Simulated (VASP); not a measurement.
Runs of VASP 6.6.1 on SiC (Moissanite 3C). Symmetry: F-43m, No. 216, cubic system. The conventional cell has a = 4.358 Å, b = 4.358 Å, c = 4.358 Å, α = 90.00°, β = 90.00°, γ = 90.00°. Si (site symmetry -43m) is surrounded by 4 C at 1.89 Å. C (site symmetry -43m) is surrounded by 4 Si at 1.89 Å. 

```csv
task,level,cell,gap on the mesh (eV),pressure (GPa)
relaxation of the atoms,PBEsol,atoms relaxed from: a relaxed cell with its volume scaled by 0.94,1.18,15.5
relaxation of the atoms,PBEsol,atoms relaxed from: a relaxed cell with its volume scaled by 1.06,1.28,-11.5
relaxation of the atoms,PBEsol,atoms relaxed from: a relaxed cell with its volume scaled by 0.98,(a),4.7
relaxation of cell and atoms,AM05,relaxed,1.23,0.0
relaxation of cell and atoms,PBEsol,relaxed,1.23,0.0
```

Alike in all rows: potentials or basis VASP PAW PBE potentials, release 64 (Si, C); no spin polarisation; k mesh 10 × 10 × 10; cutoff (eV) 600; smearing gaussian 0.03 eV.

Task: Estimate the missing entries.

Result: (a) 1.22.

Caveats: the PAW data sets were made with another functional, which shifts forces and pressure a little; the relaxation stopped at its first step, so nothing moved (some runs).

A k mesh can miss the band edges.

Runs at the PBE level aren't shown here.
